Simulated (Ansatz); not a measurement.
# The band gap of NaI, sorted by core time

The structure is cubic, space group Fm-3m (No. 225). The conventional cell has a = 6.473 Å, b = 6.473 Å, c = 6.473 Å, α = 90.00°, β = 90.00°, γ = 90.00°. I (site symmetry m-3m) has 6 Na at 3.24 Å as nearest neighbours. Around Na (site symmetry m-3m) lie 6 I at 3.24 Å.

| rung | level | program and potentials | cutoff (eV) | k mesh | task | spin | core time | chip | band gap (eV) | notes |
| --- | --- | --- | --- | --- | --- | --- | --- | --- | --- | --- |
| GGA | PBE | Ansatz, Ansatz PAW | 420 | 4 × 4 × 4 | band structure | off | 3.4 s | Intel Xeon | 3.64 | - |
| GGA | PBEsol | Ansatz, Ansatz PAW | 420 | 4 × 4 × 4 | band structure | off | 3.5 s | Intel Xeon | 3.51 | potentials made for PBE, which Ansatz adapts in part |
| meta-GGA | r2SCAN | Ansatz, Ansatz PAW | 500 | 8 × 8 × 8 | band structure | off | 4.9 s | AMD EPYC 7R13 Zen 3 | 4.43 | potentials made for PBE, which Ansatz adapts in part |
| LDA | LDA | Ansatz, Ansatz PAW | 420 | 4 × 4 × 4 | band structure | off | 5.1 s | Intel Xeon | 3.33 | potentials made for PBE, which Ansatz adapts in part |
| GGA | revPBE | Ansatz, Ansatz PAW | 420 | 4 × 4 × 4 | band structure | off | 5.1 s | Intel Xeon | 3.86 | potentials made for PBE, which Ansatz adapts in part |
| meta-GGA | r2SCAN | Ansatz, Ansatz PAW | 500 | 4 × 4 × 4 | band structure | off | 6.3 s | Intel Xeon | 4.43 | potentials made for PBE, which Ansatz adapts in part |
| G0W0 | G0W0 on PBE | Ansatz, Ansatz PAW | 420 | 4 × 4 × 4 | G0W0 quasiparticle levels | off | 14 s | AMD EPYC 7R13 Zen 3 | 5.66 | bands, basis or mesh of the many-body step not converged; response cutoff 220 eV, bands 502 |
| G0W0 | G0W0 on HSE06 | Ansatz, Ansatz PAW | 420 | 4 × 4 × 4 | G0W0 quasiparticle levels | off | 17 s | AMD EPYC 7R13 Zen 3 | 6.11 | bands, basis or mesh of the many-body step not converged; potentials made for PBE, which Ansatz adapts in part; response cutoff 120 eV, bands 202 |
| GGA | PBEsol | Ansatz, Ansatz PAW | 420 | 7 × 7 × 7 | band structure | SOC, no magnetisation | 24 s | Intel Xeon | 3.17 | potentials made for PBE, which Ansatz adapts in part |
| hybrid | PBE0 | Ansatz, Ansatz PAW | 420 | 6 × 6 × 6 | band structure | off | 37 s | AMD EPYC 7R13 Zen 3 | 5.34 | potentials made for PBE, which Ansatz adapts in part |
| hybrid | PBE0 | Ansatz, Ansatz PAW | 420 | 4 × 4 × 4 | band structure | off | 2.1 min | Intel Xeon | 5.35 | coarse mesh; potentials made for PBE, which Ansatz adapts in part |
| hybrid | HSE06 | Ansatz, Ansatz PAW | 420 | 4 × 4 × 4 | band structure | off | 2.1 min | Intel Xeon | 4.68 | coarse mesh; potentials made for PBE, which Ansatz adapts in part |

Times are single runs on shared hosts and different chips, so they are rough; meshes, cutoffs and the tasks' sizes weigh on the time. Gaps are the least found on the k mesh or the band path, and a mesh can miss the band edges. The cell comes from a database and isn't always the measured one. Meshes differ between rows, which moves values too. All levels ran on this one cell, unrelaxed unless noted. Meshes are those of the run's cell of 2 atoms unless a note names another. Runs on faulty files, with rough fits or with known faults for this quantity aren't shown.

By rung: LDA 3.33; GGA 3.51 to 3.86; GGA with SOC 3.17; meta-GGA 4.43; hybrid 5.34; hybrid on coarse meshes 4.68 to 5.35; G0W0 on coarse settings 5.66 to 6.11 (eV).
